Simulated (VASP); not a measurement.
# Si (Fd-3m) in VASP: notebook

The runs below take Si through band structure, with PBEsol.

Everything below comes from runs of VASP 6.6.1. Logs are shortened: lines on timing, memory, paths and dates and some standing lists are left out, and cuts for length are marked.

### Step 1. The crystal as given

The structure is cubic, space group Fd-3m (No. 227). Conventional cell: a = 5.436 Å, b = 5.436 Å, c = 5.436 Å, α = 90.00°, β = 90.00°, γ = 90.00°. Si (site symmetry -43m) is surrounded by 4 Si at 2.35 Å.

The cell was built by a generator and needn't be a form met in nature.

### Step 2. Band structure, PBEsol

POSCAR reads:

```
Si                                      
1.0
    0.0000000000      2.7178491834      2.7178491834
    2.7178491834      0.0000000000      2.7178491834
    2.7178491834      2.7178491834      0.0000000000
  Si            
     2
Direct
     0.0000000000000000    0.0000000000000000    0.0000000000000000
     0.2500000000000000    0.2500000000000000    0.2500000000000000
```

INCAR.step1 reads:

```
SYSTEM = Si
PREC = Accurate ; ENCUT = 520
EDIFF = 1E-6 ; ISMEAR = 0
SIGMA = 0.02 ; LREAL = .FALSE.
LASPH = .TRUE. ; NELM = 100
ALGO = Normal ; ISIF = 2
LWAVE = .FALSE. ; LCHARG = .TRUE.
GGA = PS
```

KPOINTS.step1 reads:

```
Automatic mesh
0
G
  10 10 10
  0 0 0
```

INCAR.step2 reads:

```
SYSTEM = Si
PREC = Accurate ; ENCUT = 520
EDIFF = 1E-6 ; ISMEAR = 0
SIGMA = 0.05 ; LREAL = .FALSE.
LASPH = .TRUE. ; NELM = 100
ALGO = Normal ; ISIF = 2
LWAVE = .FALSE. ; LCHARG = .FALSE.
GGA = PS ; ICHARG = 11
```

KPOINTS.step2 reads:

```
path GXWKGLUWLK,UX
20
line-mode
reciprocal
 0.0000000000  0.0000000000  0.0000000000  G
 0.5000000000  0.0000000000  0.5000000000  X

 0.5000000000  0.0000000000  0.5000000000  X
 0.5000000000  0.2500000000  0.7500000000  W

 0.5000000000  0.2500000000  0.7500000000  W
 0.3750000000  0.3750000000  0.7500000000  K

 0.3750000000  0.3750000000  0.7500000000  K
 0.0000000000  0.0000000000  0.0000000000  G

 0.0000000000  0.0000000000  0.0000000000  G
 0.5000000000  0.5000000000  0.5000000000  L

 0.5000000000  0.5000000000  0.5000000000  L
 0.6250000000  0.2500000000  0.6250000000  U

 0.6250000000  0.2500000000  0.6250000000  U
 0.5000000000  0.2500000000  0.7500000000  W

 0.5000000000  0.2500000000  0.7500000000  W
 0.5000000000  0.5000000000  0.5000000000  L

 0.5000000000  0.5000000000  0.5000000000  L
 0.3750000000  0.3750000000  0.7500000000  K

 0.6250000000  0.2500000000  0.6250000000  U
 0.5000000000  0.0000000000  0.5000000000  X
```

Potentials or basis: VASP PAW PBE potentials, release 64 (Si).

Command:

```bash
$ cat potpaw_PBE.64/Si/POTCAR > POTCAR
$ cp INCAR.step1 INCAR
$ cp KPOINTS.step1 KPOINTS
$ mpirun -np 1 vasp_std > vasp.out
$ cp INCAR.step2 INCAR
$ cp KPOINTS.step2 KPOINTS
$ mpirun -np 1 vasp_std > vasp.out
```

OUTCAR:

```text
SYSTEM = Si
   PREC = Accurate
   ENCUT = 520
   EDIFF = 1E-6
   ISMEAR = 0
   LREAL = .FALSE.
   LASPH = .TRUE.
   NELM = 100
   ISIF = 2
   GGA = PS
   ICHARG = 11

 ion  position               nearest neighbor table
   1  0.000  0.000  0.000-   2 2.35   2 2.35   2 2.35   2 2.35
   2  0.250  0.250  0.250-   1 2.35   1 2.35   1 2.35   1 2.35

  LATTYP: Found a face centered cubic cell.
 ALAT       =     5.4356983668

  Lattice vectors:

 A1 = (   0.0000000000,   2.7178491834,   2.7178491834)
 A2 = (   2.7178491834,   0.0000000000,   2.7178491834)
 A3 = (   2.7178491834,   2.7178491834,   0.0000000000)

Analysis of symmetry for initial positions (statically):
=====================================================================
 Subroutine PRICEL returns:
 Original cell was already a primitive cell.

 Routine SETGRP: Setting up the symmetry group for a
 face centered cubic supercell.

 Subroutine GETGRP returns: Found 48 space group operations
 (whereof 24 operations were pure point group operations)
 out of a pool of 48 trial point group operations.

The static configuration has the point symmetry T_d .
 The point group associated with its full space group is O_h .

Analysis of symmetry for dynamics (positions and initial velocities):
=====================================================================
 Subroutine PRICEL returns:
 Original cell was already a primitive cell.

 Routine SETGRP: Setting up the symmetry group for a
 face centered cubic supercell.

 Subroutine GETGRP returns: Found 48 space group operations
 (whereof 24 operations were pure point group operations)
 out of a pool of 48 trial point group operations.

The dynamic configuration has the point symmetry T_d .
 The point group associated with its full space group is O_h .

 Subroutine INISYM returns: Found 48 space group operations
 (whereof 24 operations are pure point group operations),
 and found     1 'primitive' translations

----------------------------------------------------------------------------------------

                                     Primitive cell

  volume of cell :      40.1519

  direct lattice vectors                    reciprocal lattice vectors
     0.000000000  2.717849183  2.717849183    -0.183969001  0.183969001  0.183969001
     2.717849183  0.000000000  2.717849183     0.183969001 -0.183969001  0.183969001
     2.717849183  2.717849183  0.000000000     0.183969001  0.183969001 -0.183969001

  length of vectors
     3.843619176  3.843619176  3.843619176     0.318643657  0.318643657  0.318643657

  position of ions in fractional coordinates (direct lattice)
     0.000000000  0.000000000  0.000000000
     0.250000000  0.250000000  0.250000000

  ion indices of the primitive-cell ions
   primitive index   ion index
                 1           1
                 2           2

----------------------------------------------------------------------------------------

 KPOINTS: path GXWKGLUWLK,UX

Interpolating k-points between supplied coordinates.

 Line segments in fractional coordinates (reciprocal lattice):
    0.000000  0.000000  0.000000  ...  0.500000  0.000000  0.500000
    0.500000  0.000000  0.500000  ...  0.500000  0.250000  0.750000
    0.500000  0.250000  0.750000  ...  0.375000  0.375000  0.750000
    0.375000  0.375000  0.750000  ...  0.000000  0.000000  0.000000
    0.000000  0.000000  0.000000  ...  0.500000  0.500000  0.500000
    0.500000  0.500000  0.500000  ...  0.625000  0.250000  0.625000
    0.625000  0.250000  0.625000  ...  0.500000  0.250000  0.750000
    0.500000  0.250000  0.750000  ...  0.500000  0.500000  0.500000
    0.500000  0.500000  0.500000  ...  0.375000  0.375000  0.750000
    0.625000  0.250000  0.625000  ...  0.500000  0.000000  0.500000

 Generated    20 points on each line segment, for a total of    200 k-points:

 Following reciprocal coordinates:
            Coordinates               Weight
  0.000000  0.000000  0.000000      0.005000
  0.026316  0.000000  0.026316      0.005000
  0.052632  0.000000  0.052632      0.005000
  0.078947  0.000000  0.078947      0.005000
  0.105263  0.000000  0.105263      0.005000
  0.131579  0.000000  0.131579      0.005000
[... 16 lines left out ...]
  0.500000  0.026316  0.526316      0.005000
  0.500000  0.039474  0.539474      0.005000
 [... further k-points ...]
   k-points           NKPTS =    200   k-points in BZ     NKDIM =    200   number of bands    NBANDS=      8
   number of dos      NEDOS =    301   number of ions     NIONS =      2
   total plane-waves  NPLWV =  27000
   dimension x,y,z NGX =    30 NGY =   30 NGZ =   30
   dimension x,y,z NGXF=    60 NGYF=   60 NGZF=   60
   ions per type =               2
   NGX,Y,Z   is equivalent  to a cutoff of  12.98, 12.98, 12.98 a.u.
   NGXF,Y,Z  is equivalent  to a cutoff of  25.95, 25.95, 25.95 a.u.
 SYSTEM =  Si
   PREC   = accura    normal or accurate (medium, high low for compatibility)
   ISTART =      0    job   : 0-new  1-cont  2-samecut
   ICHARG =     11    charge: 1-file 2-atom 10-const
   ISPIN  =      1    spin polarized calculation?
   LNONCOLLINEAR =      F non collinear calculations
   LSORBIT =      F    spin-orbit coupling
   LASPH  =      T    aspherical Exc in radial PAW
   ENCUT  =  520.0 eV  38.22 Ry    6.18 a.u.   7.15  7.15  7.15*2*pi/ulx,y,z
   NELM   =    100;   NELMIN=  2; NELMDL=  0     # of ELM steps
   EDIFF  = 0.1E-05   stopping-criterion for ELM
   LREAL  =      F    real-space projection
   EDIFFG = 0.1E-04   stopping-criterion for IOM
   NSW    =      0    number of steps for IOM
   IBRION =     -1    ionic relax: 0-MD 1-quasi-New 2-CG
   NFREE  =      0    steps in history (QN), initial steepest desc. (CG)
   ISIF   =      2    stress and relaxation
   ISYM   =      2    0-nonsym 1-usesym 2-fastsym
   POTIM  = 0.5000    time-step for ionic-motion
   TEBEG  =    0.0;   TEEND  =   0.0 temperature during run
   PSTRESS=    0.0 pullay stress
   NELECT =       8.0000    total number of electrons
   NUPDOWN=      -1.0000    fix difference up-down
   EMIN   =  10.00;   EMAX   =-10.00  energy-range for DOS
   EFERMI =   0.00;   METHOD = LEGACY
   ISMEAR =     0;   SIGMA  =   0.05  broadening in eV -4-tet -1-fermi 0-gaus
   EFERMI_NEDOS =   21; number of points for ismear=-14 and -15
   IALGO  =     38    algorithm
   IMIX   =      4    mixing-type and parameters
     AMIX     =   0.40;   BMIX     =  1.00
     AMIX_MAG =   1.60;   BMIX_MAG =  1.00
  volume/ion in A,a.u.               =      20.08       135.48
  Fermi-wavevector in a.u.,A,eV,Ry     =   0.956172  1.806904 12.439336  0.914265
  Thomas-Fermi vector in A             =   2.085076
   LORBIT       =      0    0 simple, 1 ext, 2 COOP (PROOUT), +10 PAW based schemes
   GGA     = PS    functional components
   LHFCALC =     F    Hartree Fock is set to
   AEXX    =    0.0000 exact exchange contribution
   IVDW    =     0    specifies the selected vdW correction
   LEPSILON=     F    determine dielectric tensor
   LRPA    =     F    only Hartree local field effects (RPA)
 non-spin polarized calculation
 Gauss-broadening in eV      SIGMA  =   0.05
  energy-cutoff  :      520.00
  volume of cell :       40.15
 maximum number of plane-waves:      1106
 NGX is ok and might be reduce to    30

 number of electron       8.0000001 magnetization

 Free energy of the ion-electron system (eV)
  ---------------------------------------------------
  ext. energy  EPLUGINS =         0.00000000
  ---------------------------------------------------
  free energy    TOTEN  =       -11.67634331 eV

  energy without entropy =      -11.67634331  energy(sigma->0) =      -11.67634331

 E-fermi :   6.0145     XC(G=0):  -9.5429

 val. band max:        5.7623126336   @ k =   0.0000   0.0000   0.0000
 cond. band min:       6.2228938847   @ k =   0.4211   0.0000   0.4211
 fundamental gap:      0.4605812511
 Fermi energy:         6.0145365319

 k-point     1 :       0.0000    0.0000    0.0000
  band No.  band energies     occupation
      1      -6.2091      2.00000
      2       5.7623      2.00000
      3       5.7623      2.00000
      4       5.7623      2.00000
      5       8.2785      0.00000
      6       8.2785      0.00000
      7       8.2785      0.00000
      8       9.0551      0.00000

 k-point     2 :       0.0263    0.0000    0.0263
  band No.  band energies     occupation
      1      -6.1969      2.00000
      2       5.6791      2.00000
      3       5.7095      2.00000
      4       5.7095      2.00000
      5       8.2469      0.00000
      6       8.3462      0.00000
      7       8.3462      0.00000
      8       9.1365      0.00000

 k-point     3 :       0.0526    0.0000    0.0526
  band No.  band energies     occupation
      1      -6.1605      2.00000
      2       5.4518      2.00000
      3       5.5661      2.00000
      4       5.5661      2.00000
      5       8.1564      0.00000
      6       8.5340      0.00000
      7       8.5340      0.00000
      8       9.3543      0.00000

 k-point     4 :       0.0789    0.0000    0.0789
  band No.  band energies     occupation
      1      -6.0999      2.00000
      2       5.1251      2.00000
      3       5.3636      2.00000
      4       5.3636      2.00000
      5       8.0183      0.00000
      6       8.8103      0.00000
      7       8.8103      0.00000
      8       9.6481      0.00000

 k-point     5 :       0.1053    0.0000    0.1053
  band No.  band energies     occupation
      1      -6.0151      2.00000
      2       4.7379      2.00000
      3       5.1302      2.00000
      4       5.1302      2.00000
      5       7.8465      0.00000
      6       9.1465      0.00000
      7       9.1465      0.00000
      8       9.9390      0.00000
[... 177 lines left out ...]
 k-point    22 :       0.5000    0.0132    0.5132
  band No.  band energies     occupation
      1      -2.0572      2.00000
      2      -2.0572      2.00000
      3       2.8855      2.00000
      4       2.8855      2.00000
      5       6.3742      0.00000
      6       6.3742      0.00000
      7      15.7759      0.00000
      8      15.7795      0.00000

 k-point    23 :       0.5000    0.0263    0.5263
  band No.  band energies     occupation
      1      -2.0541      2.00000
      2      -2.0541      2.00000
      3       2.8571      2.00000
      4       2.8571      2.00000
      5       6.4254      0.00000
      6       6.4254      0.00000
      7      15.6875      0.00000
      8      15.6920      0.00000

 k-point    24 :       0.5000    0.0395    0.5395
  band No.  band energies     occupation
      1      -2.0490      2.00000
      2      -2.0490      2.00000
      3       2.8119      2.00000
      4       2.8119      2.00000
      5       6.5087      0.00000
      6       6.5087      0.00000
      7      15.5276      0.00000
      8      15.5297      0.00000

 [... further k-points ...]

------------------------ aborting loop because EDIFF is reached ----------------------------------------

  FORCE on cell =-STRESS in cart. coord.  units (eV):
  Direction    XX          YY          ZZ          XY          YZ          ZX
  --------------------------------------------------------------------------------------
  -------------------------------------------------------------------------------------
  Total       -0.2131792     -0.2131792     -0.2131792      0.0000000      0.0000000      0.0000000
  in kB       -8.5064677     -8.5064677     -8.5064677      0.0000000      0.0000000      0.0000000
  external PRESSURE =      -8.5064677 kB  Pullay stress =       0.0000000 kB

 VOLUME and BASIS-vectors are now :
 -----------------------------------------------------------------------------
  energy-cutoff  :      520.00
  volume of cell :       40.15
      direct lattice vectors                 reciprocal lattice vectors
     0.000000000  2.717849183  2.717849183    -0.183969001  0.183969001  0.183969001
     2.717849183  0.000000000  2.717849183     0.183969001 -0.183969001  0.183969001
     2.717849183  2.717849183  0.000000000     0.183969001  0.183969001 -0.183969001

 POSITION                                       TOTAL-FORCE (eV/Angst)
 -----------------------------------------------------------------------------------
      0.00000      0.00000      0.00000         0.000000     -0.000000     -0.000000
      1.35892      1.35892      1.35892        -0.000000      0.000000      0.000000
 -----------------------------------------------------------------------------------
    total drift:                               -0.000000     -0.000000     -0.000000

  FREE ENERGIE OF THE ION-ELECTRON SYSTEM (eV)
  ---------------------------------------------------
  free  energy   TOTEN  =       -11.6763433069 eV

  energy  without entropy=      -11.6763433069  energy(sigma->0) =      -11.67634331
```

It took 35 s on 1 thread of AMD EPYC 7R13 (Zen 3), shared host; peak memory 0.15 GiB.

Results:

* Band gap on the k mesh: 0.47 eV, indirect (least direct gap 2.52 eV)
* Band gap along the path: 0.46 eV, indirect (least direct gap 2.52 eV)

Levels at the corners of the path, in eV from the valence-band top:
```csv
point,band 2,band 3,band 4,band 5,band 6,band 7
Γ,0.00,0.00,0.00,2.52,2.52,2.52
X,-7.82,-2.87,-2.87,0.59,0.59,10.04
X,-7.82,-2.87,-2.87,0.59,0.59,10.04
W,-7.65,-3.90,-3.90,4.17,4.17,4.94
W,-7.65,-3.90,-3.90,4.17,4.17,4.94
K,-7.23,-4.35,-2.44,1.09,4.04,7.41
K,-7.23,-4.35,-2.44,1.09,4.04,7.41
Γ,0.00,0.00,0.00,2.52,2.52,2.52
Γ,0.00,0.00,0.00,2.52,2.52,2.52
L,-7.00,-1.20,-1.20,1.46,3.27,3.27
L,-7.00,-1.20,-1.20,1.46,3.27,3.27
U,-7.23,-4.35,-2.44,1.09,4.04,7.41
U,-7.23,-4.35,-2.44,1.09,4.04,7.41
W,-7.65,-3.90,-3.90,4.17,4.17,4.94
W,-7.65,-3.90,-3.90,4.17,4.17,4.94
L,-7.00,-1.20,-1.20,1.46,3.27,3.27
L,-7.00,-1.20,-1.20,1.46,3.27,3.27
K,-7.23,-4.35,-2.44,1.09,4.04,7.41
U,-7.23,-4.35,-2.44,1.09,4.04,7.41
X,-7.82,-2.87,-2.87,0.59,0.59,10.04
```

Caveat: the log is that of the step along the path at fixed density, whose energy, stress, charges and moments have no meaning; the PAW data sets were made with another functional, which shifts forces and pressure a little.

### Step 3. Band structure, PBEsol

POSCAR reads:

```
Si                                      
1.0
    0.0000000000      2.7178501290      2.7178501290
    2.7178501290      0.0000000000      2.7178501290
    2.7178501290      2.7178501290     -0.0000000000
  Si            
     2
Direct
     0.0000000000000000    0.0000000000000000    0.0000000000000000
     0.2500000000000000    0.2500000000000000    0.2500000000000000
```

INCAR.step1 reads:

```
SYSTEM = Si
ALGO = Normal
EDIFF = 1E-7
ENCUT = 520
GGA = PS
ISIF = 2
ISMEAR = 0
LASPH = .True.
LCHARG = .True.
LREAL = .False.
LWAVE = .False.
NBANDS = 11
NELM = 60
PREC = Accurate
SIGMA = 0.02
```

KPOINTS.step1 reads:

```
k-points
0
Gamma
  10 10 10
  0 0 0
```

INCAR.step2 reads:

```
SYSTEM = Si
ALGO = Normal
EDIFF = 1E-7
ENCUT = 520
GGA = PS
ICHARG = 11
ISIF = 2
ISMEAR = 0
LASPH = .True.
LCHARG = .False.
LREAL = .False.
LWAVE = .False.
NBANDS = 11
NELM = 60
PREC = Accurate
SIGMA = 0.05
```

Edit KPOINTS.step2 of step 2 so:

```diff
@@ -1,3 +1,3 @@
 path GXWKGLUWLK,UX
-20
+15
 line-mode
```

Potentials or basis: VASP PAW PBE potentials, release 64 (Si).

Command:

```bash
$ cat potpaw_PBE.64/Si/POTCAR > POTCAR
$ cp INCAR.step1 INCAR
$ cp KPOINTS.step1 KPOINTS
$ mpirun -np 1 vasp_std > vasp.out
$ cp INCAR.step2 INCAR
$ cp KPOINTS.step2 KPOINTS
$ mpirun -np 1 vasp_std > vasp.out
```

Wall time 51 s (1 thread of AMD EPYC 7R13 (Zen 3), shared host); peak memory 0.15 GiB.

Results (log left out):

| Quantity | Value |
| --- | --- |
| Band gap on the k mesh | 0.47 eV, indirect (least direct gap 2.52 eV) |
| Band gap along the path | 0.46 eV, indirect (least direct gap 2.52 eV) |

Levels at the corners of the path, in eV from the valence-band top:
```csv
point,band 1,band 2,band 3,band 4,band 5,band 6,band 7,band 8,band 9
Γ,-11.97,0.00,0.00,0.00,2.52,2.52,2.52,3.29,7.69
X,-7.82,-7.82,-2.87,-2.87,0.59,0.59,10.04,10.04,10.92
X,-7.82,-7.82,-2.87,-2.87,0.59,0.59,10.04,10.04,10.92
W,-7.65,-7.65,-3.90,-3.90,4.17,4.17,4.94,4.94,10.52
W,-7.65,-7.65,-3.90,-3.90,4.17,4.17,4.94,4.94,10.52
K,-8.23,-7.23,-4.35,-2.44,1.09,4.04,7.41,7.94,8.15
K,-8.23,-7.23,-4.35,-2.44,1.09,4.04,7.41,7.94,8.15
Γ,-11.97,0.00,0.00,0.00,2.52,2.52,2.52,3.29,7.69
Γ,-11.97,0.00,0.00,0.00,2.52,2.52,2.52,3.29,7.69
L,-9.63,-7.00,-1.20,-1.20,1.46,3.27,3.27,7.51,10.50
L,-9.63,-7.00,-1.20,-1.20,1.46,3.27,3.27,7.51,10.50
U,-8.23,-7.23,-4.35,-2.44,1.09,4.04,7.41,7.94,8.15
U,-8.23,-7.23,-4.35,-2.44,1.09,4.04,7.41,7.94,8.15
W,-7.65,-7.65,-3.90,-3.90,4.17,4.17,4.94,4.94,10.52
W,-7.65,-7.65,-3.90,-3.90,4.17,4.17,4.94,4.94,10.52
L,-9.63,-7.00,-1.20,-1.20,1.46,3.27,3.27,7.51,10.50
L,-9.63,-7.00,-1.20,-1.20,1.46,3.27,3.27,7.51,10.50
K,-8.23,-7.23,-4.35,-2.44,1.09,4.04,7.41,7.94,8.15
U,-8.23,-7.23,-4.35,-2.44,1.09,4.04,7.41,7.94,8.15
X,-7.82,-7.82,-2.87,-2.87,0.59,0.59,10.04,10.04,10.92
```

Caveat: the log is that of the step along the path at fixed density, whose energy, stress, charges and moments have no meaning; the PAW data sets were made with another functional, which shifts forces and pressure a little.
